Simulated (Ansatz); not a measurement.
# AlN (P6_3/mmc) in Ansatz: equation of state

Aim: energy against volume of AlN in PBE, for its equilibrium volume and stiffness.

Program: Ansatz 0.2.0. These are calculated values, not measurements. Logs are shortened: lines on timing, memory, paths and dates and some standing lists are left out, and cuts for length are marked.

### 1 The structure

The structure is hexagonal, space group P6_3/mmc (No. 194). The conventional cell has a = 3.312 Å, b = 3.312 Å, c = 4.188 Å, α = 90.00°, β = 90.00°, γ = 120.00°. Al (site symmetry -6m2) is surrounded by 5 N at 1.91 to 2.09 Å. N (site symmetry -6m2) has 5 Al at 1.91 to 2.09 Å as nearest neighbours.

Measurements of this composition are mostly on another form, of space group No. 186.

### 2 Equation of state, PBE

Potentials or basis: all-electron LAPW, scalar-relativistic.

No new run: the results of the series are fitted here.

Results:

```
Equilibrium volume                        : 9.96 Å³/atom
Bulk modulus at fixed shape and positions : 206 GPa
Pressure derivative of the bulk modulus   : 3.9
```

Energy against volume, from the lowest point:
```csv
volume (Å³/atom),energy (meV/atom)
9.349,26.56
9.548,11.62
9.747,2.97
9.946,0.00
10.145,2.18
10.344,9.03
10.543,20.10
```

Caveat: the cell was scaled at fixed shape and fractional positions, which overstates the stiffness of a crystal with free parameters, most of all of layers and chains.
